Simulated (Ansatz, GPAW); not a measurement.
# Ballistic transport through a Pt chain with a Sn atom on top of one atom, from relaxation to T(E)

How well does a Pt chain with a Sn atom on top of one atom conduct once its atoms have relaxed, and how much do cheaper levels lose?

Calculated with GPAW 26.7.0 and Ansatz 0.2.0; Ansatz plane waves; relaxation of the junction with the lead ends held, in the first sound run; inputs show where later runs differ.

Most raw output is cut from this account.

**1. The starting structure**

The cell holds 18 atoms: 17 Pt and 1 Sn. Cell: a = 9.000 Å, b = 9.000 Å, c = 40.800 Å, α = 90.0°, β = 90.0°, γ = 90.0°. Regions: left lead, 8 atoms (8 Pt); channel, 2 atoms (1 Pt and 1 Sn); right lead, 8 atoms (8 Pt). Vacuum lies along a and b. The structure is stacked along c, and the current runs across the ab planes.

**2. Relaxation**

Transmission follows bond lengths closely, so the atoms between the held lead ends are relaxed first, from a slightly shaken start that lets symmetry break.

The input, input.yaml:

```yaml
crystal:
  lattice:
    - [9.0, 0.0, 0.0]
    - [0.0, 9.0, 0.0]
    - [0.0, 0.0, 40.8]
  atoms:
    - { symbol: Pt, position: [0.5, 0.5, 0.0294117647] }
    - { symbol: Pt, position: [0.5, 0.5, 0.0882352941] }
    - { symbol: Pt, position: [0.5, 0.5, 0.1470588235] }
    - { symbol: Pt, position: [0.5, 0.5, 0.2058823529] }
    - { symbol: Pt, position: [0.5, 0.5, 0.2647058824] }
    - { symbol: Pt, position: [0.5, 0.5, 0.3235294118] }
    - { symbol: Pt, position: [0.4985588666, 0.4962330108, 0.3828484145] }
    - { symbol: Pt, position: [0.4963072847, 0.5067130519, 0.4418559647] }
    - { symbol: Pt, position: [0.4988024569, 0.5019017191, 0.501184992] }
    - { symbol: Sn, position: [0.7812465647, 0.4969224511, 0.5007831424] }
    - { symbol: Pt, position: [0.5017258021, 0.4990681632, 0.5596266163] }
    - { symbol: Pt, position: [0.5016892477, 0.5035874695, 0.6172603683] }
    - { symbol: Pt, position: [0.5, 0.5, 0.6764705882] }
    - { symbol: Pt, position: [0.5, 0.5, 0.7352941176] }
    - { symbol: Pt, position: [0.5, 0.5, 0.7941176471] }
    - { symbol: Pt, position: [0.5, 0.5, 0.8529411765] }
    - { symbol: Pt, position: [0.5, 0.5, 0.9117647059] }
    - { symbol: Pt, position: [0.5, 0.5, 0.9705882353] }
kpoints:
  mp_grid: { grid: [1, 1, 2] }
hamiltonian:
  xc: pbe
scf:
  occupations: { method: fermi_dirac, width: 0.1 }
relax:
  f_tol: 0.03
  max_steps: 80
  constraints: [{ sites: [0, 1, 2, 3, 4, 5, 12, 13, 14, 15, 16, 17] }]
```

The run is started by

```bash
> ansatz run input.yaml --threads 4 --pin off --max-ram 8192MiB --backend cpu --events-out ev --progress --plain --runs-dir out
```

Run time: 6.2 min. Hardware: 4 threads of Arm Neoverse V1, shared host; peak memory 5.3 GiB; 24 min of CPU time.

Step by step:

```
step  energy less that of the first step (eV)  largest force component (eV/Å)
   1                                   0.0000                          1.4105
   2                                  -0.3396                          1.4449
   3                                  -0.7629                          1.1445
   4                                  -1.1063                          0.5828
   5                                  -1.1792                          0.3419
   6                                  -1.2314                          0.1108
   7                                  -1.2634                          0.1653
   8                                  -1.2750                          0.0858
   9                                  -1.2772                          0.0161
  10                                  -1.2772                          0.0162
  11                                  -1.2779                          0.0300
  12                                  -1.2784                          0.0286
  13                                  -1.2790                          0.0901
  14                                  -1.2803                          0.0885
  15                                  -1.2834                          0.1904
  16                                  -1.2864                          0.2786
  17                                  -1.2918                          0.1928
  18                                  -1.3019                          0.0230
  19                                  -1.3020                          0.0232
```

The atoms that moved most (Å):

```
atom      dx      dy      dz  length
Sn10  -1.316  -0.724  -0.081   1.505
 Pt9  -0.969   0.504  -0.047   1.093
 Pt7  -0.461  -0.191  -0.015   0.500
Pt12  -0.284   0.409   0.008   0.497
Pt11  -0.157  -0.051  -0.107   0.197
 Pt8  -0.013   0.074   0.032   0.082
```

This step gave:

```
free energy         : -218873.2760 eV
smearing term TS    : 1.069 eV
symmetry operations : 1
```

The relaxation lowered the energy of the cell by 1.30 eV.

**3. Plane-wave reference (PBE)**

Plane waves give the reference curve, free of the bias of atom-centred orbitals.

This step: Ansatz plane waves; Landauer transmission by layers, zero bias (Ansatz 0.2.0).

The input, input.yaml:

```yaml
crystal:
  lattice:
    - [9.0, 0.0, 0.0]
    - [0.0, 9.0, 0.0]
    - [0.0, 0.0, 40.8]
  atoms:
    - { symbol: Pt, position: [0.5, 0.5, 0.0294117647] }
    - { symbol: Pt, position: [0.5, 0.5, 0.0882352941] }
    - { symbol: Pt, position: [0.5, 0.5, 0.1470588235] }
    - { symbol: Pt, position: [0.5, 0.5, 0.2058823529] }
    - { symbol: Pt, position: [0.5, 0.5, 0.2647058824] }
    - { symbol: Pt, position: [0.5, 0.5, 0.3235294118] }
    - { symbol: Pt, position: [0.4473130974, 0.4749748075, 0.382478431] }
    - { symbol: Pt, position: [0.4948462659, 0.5149663904, 0.4426476503] }
    - { symbol: Pt, position: [0.3911386958, 0.5579178176, 0.5000341133] }
    - { symbol: Sn, position: [0.6349752669, 0.416434679, 0.498788419] }
    - { symbol: Pt, position: [0.4842356037, 0.4934323266, 0.5570028668] }
    - { symbol: Pt, position: [0.4701780976, 0.5489868173, 0.6174446203] }
    - { symbol: Pt, position: [0.5, 0.5, 0.6764705882] }
    - { symbol: Pt, position: [0.5, 0.5, 0.7352941176] }
    - { symbol: Pt, position: [0.5, 0.5, 0.7941176471] }
    - { symbol: Pt, position: [0.5, 0.5, 0.8529411765] }
    - { symbol: Pt, position: [0.5, 0.5, 0.9117647059] }
    - { symbol: Pt, position: [0.5, 0.5, 0.9705882353] }
kpoints:
  mp_grid: { grid: [1, 1, 2] }
hamiltonian:
  xc: pbe
scf:
  occupations: { method: fermi_dirac, width: 0.1 }
output:
  transmission:
    leads: [[0, 1]]
    e_range: [-2, 2]
    de: 0.025
    kmesh: [1, 1]
    reduced_basis: true
  write_potential: true
  write_density: true
  volumetric_format: npy
  elf: true
```

Elapsed: 3.1 min, on 4 threads; peak memory 5.5 GiB.

Numbers from this step:

```yaml
lead_level: 0 eV from the Fermi level
transmission_at_the_fermi_level_one_spin: 2.119
open_channels_of_the_lead_at_the_fermi_level_one_spin: 4
step_of_the_potential_along_the_lead: 1.5 meV
offset_of_the_lead: 0 Å
filling_of_the_lead_less_its_bulk_value_in_size: 3.5 meV
conductance: 2.107 G₀
```

One spin. Table of transmission, zone mean by energy, zero at the Fermi level:

energy (eV), transmission, zone mean and a bar:
```
   -2.000       0.91 ######
   -1.800       0.96 ######
   -1.600       1.15 ########
   -1.400       1.47 ##########
   -1.200       1.70 ############
   -1.000       2.92 ######################
   -0.825       3.84 ##############################
   -0.800       3.82 ##############################
   -0.600       3.29 #########################
   -0.400       2.09 ###############
   -0.200       2.32 #################
    0.000       2.12 ################
    0.200       1.51 ###########
    0.400       1.13 #######
    0.600       0.96 ######
    0.800       0.91 ######
    1.000       0.93 ######
    1.200       0.52 ##
    1.400       0.95 ######
    1.600       0.59 ###
    1.800       0.38 #
    2.000       0.23
```

One spin. Open channels, zone mean against energy, zero at the Fermi level:

```
energy (eV)  open channels, zone mean
     -2.000                         3
     -1.900                         3
     -1.800                         3
     -1.700                         3
     -1.600                         4
     -1.500                         4
     -1.400                         6
     -1.300                         6
     -1.200                         6
     -1.100                         6
     -1.000                         6
     -0.900                         6
     -0.800                         6
     -0.700                         6
     -0.600                         6
     -0.500                         6
     -0.400                         4
     -0.300                         4
     -0.200                         4
     -0.100                         4
      0.000                         4
      0.100                         4
      0.200                         4
      0.300                         4
      0.400                         3
      0.500                         3
      0.600                         3
      0.700                         3
      0.800                         1
      0.900                         1
      1.000                         1
      1.100                         1
      1.200                         1
      1.300                         1
      1.400                         1
      1.500                         1
      1.600                         1
      1.700                         1
      1.800                         1
      1.900                         1
      2.000                         1
```

Crystal 0, spin -, k parallel (0, 0); distinct values, listed up to 1.5 1/Å. The Im kz of the slowest decaying states by energy, zero at the Fermi level:

```
energy (eV)  decay 1 (Å⁻¹)  decay 2 (Å⁻¹)  decay 3 (Å⁻¹)  decay 4 (Å⁻¹)
    -2.0000          0.386          0.611          0.612           1.40
    -1.7500          0.236          0.466          0.467           1.37
    -1.5000          0.213          0.214           1.35           1.35
    -1.2500           1.33           1.33           1.36           1.47
    -1.0000           1.30           1.30           1.33           1.44
    -0.7500           1.28           1.28           1.31           1.42
    -0.5000           1.25           1.25           1.28           1.40
    -0.2500          0.314          0.314           1.23           1.23
     0.0000          0.472           1.20           1.20           1.23
     0.2500          0.574          0.574           1.17           1.17
     0.5000          0.197          0.649           1.15           1.15
     0.7500          0.292          0.709          0.709           1.12
     1.0000          0.115          0.116          0.359          0.758
     1.2500          0.163          0.164          0.411          0.799
     1.5000          0.193          0.194          0.453          0.835
     1.7500          0.213          0.213          0.489          0.865
     2.0000          0.224          0.224          0.519          0.892
```

Crystal 0, spin -, k parallel (0, 0). Re kz of states that move upwards against energy, zero at the Fermi level:

```
energy (eV)  channel 1 (Å⁻¹)  channel 2 (Å⁻¹)  channel 3 (Å⁻¹)  channel 4 (Å⁻¹)  channel 5 (Å⁻¹)  channel 6 (Å⁻¹)
     -2.000           -0.640           -0.640            0.727                -                -                -
     -1.800           -0.601           -0.600            0.747                -                -                -
     -1.600           -0.562           -0.562           0.0327            0.768                -                -
     -1.400           -0.524           -0.524            0.171            0.172            0.279            0.790
     -1.200           -0.487           -0.487            0.395            0.439            0.439            0.814
     -1.000           -0.450           -0.450            0.484            0.618            0.618            0.840
     -0.800           -0.414           -0.413            0.559            0.783            0.783            0.869
     -0.600           -0.377           -0.377            0.623            0.903            0.965            0.965
     -0.400           -0.340           -0.340            0.679            0.944                -                -
     -0.200           -0.302           -0.302            0.726            0.996                -                -
      0.000           -0.263           -0.262            0.765             1.06                -                -
      0.200           -0.221           -0.221            0.799             1.17                -                -
      0.400           -0.175           -0.174            0.827                -                -                -
      0.600           -0.119           -0.118            0.852                -                -                -
      0.800            0.874                -                -                -                -                -
      1.000            0.895                -                -                -                -                -
      1.200            0.914                -                -                -                -                -
      1.400            0.933                -                -                -                -                -
      1.600            0.951                -                -                -                -                -
      1.800            0.968                -                -                -                -                -
      2.000            0.985                -                -                -                -                -
```

The electrostatic potential energy of an electron (with the applied field's), less the Fermi level, planar mean oscillates, so the rows of the table below give means over windows of 2.41 Å about each position, cut where the curve ends. Its first 14 maxima inside the range that stand out by 2 % of the span (Å: eV): 2.4: 5.71, 4.8: 5.71, 7.2: 5.70, 9.6: 5.68, 12.0: 5.66, 14.4: 5.58, 16.9: 5.39, 19.0: 4.53, 21.7: 4.60, 23.9: 5.42, 26.4: 5.59, 28.8: 5.67, 31.2: 5.68, 33.6: 5.70. Its first 14 minima: 1.1: 3.76, 3.5: 3.75, 6.0: 3.75, 8.4: 3.73, 10.8: 3.70, 13.2: 3.67, 15.6: 3.56, 18.1: 3.20, 20.4: 1.85, 22.7: 3.23, 25.2: 3.58, 27.6: 3.67, 30.0: 3.71, 32.4: 3.73.

The electrostatic potential energy of an electron (with the applied field's), less the Fermi level, planar mean by z; means over each step:

```
z (Å)  electrostatic potential energy of an electron (with the applied field's), less the Fermi level, planar mean (eV)
 1.21                                                                                                              4.76
 3.62                                                                                                              4.76
 6.03                                                                                                              4.76
 8.44                                                                                                              4.74
10.85                                                                                                              4.72
13.26                                                                                                              4.67
15.67                                                                                                              4.56
18.08                                                                                                              4.13
20.48                                                                                                              2.94
22.90                                                                                                              4.23
25.30                                                                                                              4.59
27.72                                                                                                              4.69
30.12                                                                                                              4.72
32.54                                                                                                              4.74
34.95                                                                                                              4.76
37.36                                                                                                              4.76
39.77                                                                                                              4.62
```

The valence density, planar mean oscillates, so the rows of the table below give means over windows of 2.41 Å about each position, cut where the curve ends. Its first 14 maxima inside the range that stand out by 2 % of the span (Å: e/Å³): 1.1: 0.197, 3.5: 0.197, 6.0: 0.198, 8.4: 0.198, 10.8: 0.199, 13.2: 0.199, 15.6: 0.198, 18.1: 0.196, 20.4: 0.355, 22.7: 0.197, 25.2: 0.198, 27.6: 0.199, 30.0: 0.199, 32.4: 0.198. Its first 14 minima: 2.4: 0.0225, 4.8: 0.0225, 7.2: 0.0226, 9.6: 0.0226, 12.0: 0.0227, 14.4: 0.0220, 16.9: 0.0204, 19.1: 0.0341, 21.7: 0.0330, 23.9: 0.0202, 26.4: 0.0219, 28.8: 0.0227, 31.2: 0.0226, 33.6: 0.0226.

The valence density, planar mean by z; means over each step:

z (Å), valence density, planar mean (e/Å³) and a bar from the least value:
```
     1.21      0.092 
     3.62      0.092 
     6.03      0.092 
     8.44      0.092 
    10.85      0.092 
    13.26      0.092 
    15.67      0.092 
    18.08      0.095 #
    20.48      0.159 ##############################
    22.90      0.094 #
    25.30      0.092 
    27.72      0.092 
    30.12      0.092 
    32.54      0.092 
    34.95      0.092 
    37.36      0.092 
    39.77      0.103 #####
```

ELF in the ca plane at fractional y = 0.493, with atoms of Pt within 0.2 Å of it. It is the smooth field of the valence electrons, not physical close to the nuclei.

Ten even steps from '0' (0.00) to '9' (0.68), each cell a mean:
```
00000000000000000000000000000000000000000000
00000000000000000000000122210000000000000000
00000000000000000000002466642000000000000000
00000000000000000000014789974100000000000000
00000000000000000000126899986210000000000000
10001111000000000011236777776311000000000000
21112222100010000122346555555422210001111011
32223433211222111234455444445444321112222122
43334543223333322345554433444555432233443333
54445764334444432466544333334456643344544434
75458996444565543688744444444468863455665446
95469998445887544899953555553489984457886447
85458997447999645799844456544589985457986446
64446875447999644688644468754479974446885445
44444554435887434455544578854456644445664444
33334443334665333344443478754445433334554333
22122332223454321223333456543333322223443222
11011111112333210111112345432222211112322111
00000000001222100000011233321111100001111000
00000000000111000000001122210000000000000000
00000000000000000000000011100000000000000000
00000000000000000000000000000000000000000000
00000000000000000000000000000000000000000000
00000000000000000000000000000000000000000000
```
Columns run along c (16.0 Å, from fractional 0.27 to 0.67 of the cell), rows up along a (9.0 Å). Atoms in or near the plane, at fractional coordinates: Pt at (0.32, 0.50), Pt at (0.38, 0.45), Pt at (0.44, 0.49), Pt at (0.56, 0.48).

Electrostatic potential energy in the ca plane at fractional y = 0.493, with atoms of Pt within 0.2 Å of it. With pseudopotentials it is smooth inside the atoms' cores, unlike the true potential.

Values in eV, 13 rows by 16 columns, each cell a mean:
```
  2   2   2   2   2   2   2   2   1   1   1   2   2   2   2   2
  2   2   2   2   2   2   2   1   1   0   1   2   2   2   2   2
  2   2   2   2   2   2   2   1  -1  -2   0   2   2   2   2   2
  2   2   2   2   2   2   2   0  -8 -14  -2   1   2   2   2   2
 -1  -2  -3   1   2   1  -2  -3 -15 -21  -5  -1   1   1   1   0
-21 -30 -38  -4 -11  -3 -32 -28 -11 -17  -8 -36 -12  -8 -11 -12
-36 -47 -57 -20 -59 -19 -53 -49  -8 -14 -17 -64 -31 -34 -44 -24
-13 -19 -25 -19 -61 -19 -25 -22 -19 -46 -11 -43 -15 -22 -28  -8
  1   1   0  -2 -15  -3   0   0 -11 -30  -3  -2   0  -1  -2   1
  2   2   2   2   1   2   2   2  -1  -3   1   2   2   2   2   2
  2   2   2   2   2   2   2   2   1   1   2   2   2   2   2   2
  2   2   2   2   2   2   2   2   2   1   2   2   2   2   2   2
  2   2   2   2   2   2   2   2   1   1   2   2   2   2   2   2
```
Columns run along c (16.0 Å, from fractional 0.27 to 0.67 of the cell; values clipped at the 3rd and 97th percentile), rows up along a (9.0 Å). Atoms in or near the plane, at fractional coordinates: Pt at (0.32, 0.50), Pt at (0.38, 0.45), Pt at (0.44, 0.49), Pt at (0.56, 0.48).

(Part 1 of 2 ends here.)

[Logs are printed without paths, hosts, clocks, repeated set-up lines and the standing remarks that a program may print on its own settings, such as how far it seeks lower states.]

[Hosts, paths, dates, database ids (printed as entryN), source tags and the programs' standing remarks are cut or masked in the printed files.]
